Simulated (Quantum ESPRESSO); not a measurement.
Input of a Quantum ESPRESSO 7.5 run:

pw.in

```
&CONTROL
  calculation = 'scf'
  prefix = 'pwscf'
  outdir = './tmp'
  pseudo_dir = './pseudo'
  tprnfor = .true.
  tstress = .true.
  disk_io = 'low'
/
&SYSTEM
  ibrav = 0
  celldm(1) = 8
  nat = 2
  ntyp = 2
  ecutwfc = 70
  nbnd = 16
  occupations = 'smearing'
  smearing = 'fd'
  degauss = 0.00367493
/
&ELECTRONS
  conv_thr = 4d-10
  electron_maxstep = 120
  mixing_beta = 0.5
/
ATOMIC_SPECIES
Mo    95.9500 Mo_ONCV_PBE-1.2.upf
P     30.9738 P_ONCV_PBE-1.2.upf
CELL_PARAMETERS alat
  0.7613234124586   0.0000000000000   0.0000000000000
 -0.3806617062293   0.6593254156857   0.0000000000000
  0.0000000000000   0.0000000000000   0.7537645079601
ATOMIC_POSITIONS crystal
Mo     0.0000000000    0.0000000000    0.0000000000
P      0.3333333333    0.6666666667    0.5000000000
K_POINTS automatic
10 10 8 0 0 0
```

File bands.in:

```
&CONTROL
  calculation = 'bands'
  prefix = 'pwscf'
  outdir = './tmp'
  pseudo_dir = './pseudo'
  disk_io = 'low'
  verbosity = 'high'
/
&SYSTEM
  ibrav = 0
  celldm(1) = 8
  nat = 2
  ntyp = 2
  ecutwfc = 70
  nbnd = 16
  occupations = 'smearing'
  smearing = 'fd'
  degauss = 0.00367493
/
&ELECTRONS
  conv_thr = 1d-08
  electron_maxstep = 120
  mixing_beta = 0.5
  diago_full_acc = .true.
  startingwfc = 'random'
/
ATOMIC_SPECIES
Mo    95.9500 Mo_ONCV_PBE-1.2.upf
P     30.9738 P_ONCV_PBE-1.2.upf
CELL_PARAMETERS alat
  0.7613234124586   0.0000000000000   0.0000000000000
 -0.3806617062293   0.6593254156857   0.0000000000000
  0.0000000000000   0.0000000000000   0.7537645079601
ATOMIC_POSITIONS crystal
Mo     0.0000000000    0.0000000000    0.0000000000
P      0.3333333333    0.6666666667    0.5000000000
K_POINTS crystal
60
 0.0000000000  0.0000000000  0.0000000000 1
 0.0833333333  0.0000000000  0.0000000000 1
 0.1666666667  0.0000000000  0.0000000000 1
 0.2500000000  0.0000000000  0.0000000000 1
 0.3333333333  0.0000000000  0.0000000000 1
 0.4166666667  0.0000000000  0.0000000000 1
 0.5000000000  0.0000000000  0.0000000000 1
 0.4444444444  0.1111111111  0.0000000000 1
 0.3888888889  0.2222222222  0.0000000000 1
 0.3333333333  0.3333333333  0.0000000000 1
 0.2916666667  0.2916666667  0.0000000000 1
 0.2500000000  0.2500000000  0.0000000000 1
 0.2083333333  0.2083333333  0.0000000000 1
 0.1666666667  0.1666666667  0.0000000000 1
 0.1250000000  0.1250000000  0.0000000000 1
 0.0833333333  0.0833333333  0.0000000000 1
 0.0416666667  0.0416666667  0.0000000000 1
 0.0000000000  0.0000000000  0.0000000000 1
 0.0000000000  0.0000000000  0.0833333333 1
 0.0000000000  0.0000000000  0.1666666667 1
 0.0000000000  0.0000000000  0.2500000000 1
 0.0000000000  0.0000000000  0.3333333333 1
 0.0000000000  0.0000000000  0.4166666667 1
 0.0000000000  0.0000000000  0.5000000000 1
 0.0714285714  0.0000000000  0.5000000000 1
 0.1428571429  0.0000000000  0.5000000000 1
 0.2142857143  0.0000000000  0.5000000000 1
 0.2857142857  0.0000000000  0.5000000000 1
 0.3571428571  0.0000000000  0.5000000000 1
 0.4285714286  0.0000000000  0.5000000000 1
 0.5000000000  0.0000000000  0.5000000000 1
 0.4583333333  0.0833333333  0.5000000000 1
 0.4166666667  0.1666666667  0.5000000000 1
 0.3750000000  0.2500000000  0.5000000000 1
 0.3333333333  0.3333333333  0.5000000000 1
 0.2962962963  0.2962962963  0.5000000000 1
 0.2592592593  0.2592592593  0.5000000000 1
 0.2222222222  0.2222222222  0.5000000000 1
 0.1851851852  0.1851851852  0.5000000000 1
 0.1481481481  0.1481481481  0.5000000000 1
 0.1111111111  0.1111111111  0.5000000000 1
 0.0740740741  0.0740740741  0.5000000000 1
 0.0370370370  0.0370370370  0.5000000000 1
 0.0000000000  0.0000000000  0.5000000000 1
 0.5000000000  0.0000000000  0.5000000000 1
 0.5000000000  0.0000000000  0.4285714286 1
 0.5000000000  0.0000000000  0.3571428571 1
 0.5000000000  0.0000000000  0.2857142857 1
 0.5000000000  0.0000000000  0.2142857143 1
 0.5000000000  0.0000000000  0.1428571429 1
 0.5000000000  0.0000000000  0.0714285714 1
 0.5000000000  0.0000000000  0.0000000000 1
 0.3333333333  0.3333333333  0.0000000000 1
 0.3333333333  0.3333333333  0.0714285714 1
 0.3333333333  0.3333333333  0.1428571429 1
 0.3333333333  0.3333333333  0.2142857143 1
 0.3333333333  0.3333333333  0.2857142857 1
 0.3333333333  0.3333333333  0.3571428571 1
 0.3333333333  0.3333333333  0.4285714286 1
 0.3333333333  0.3333333333  0.5000000000 1
```

Potentials or basis: SG15 PBE 1.2.

The run is started by

```sh
$ OMP_NUM_THREADS=1 pw.x -in pw.in > pw.out
$ OMP_NUM_THREADS=1 pw.x -in bands.in > bands.out
```

Task: Estimate the band gap on the k mesh.

Result: None (metal or under the smearing width).

Task: Estimate the pressure.

Result: 2.4 GPa.

Stress tensor (GPa, compression positive):
```
2.63 0.00 0.00
0.00 2.63 0.00
0.00 0.00 1.91
```
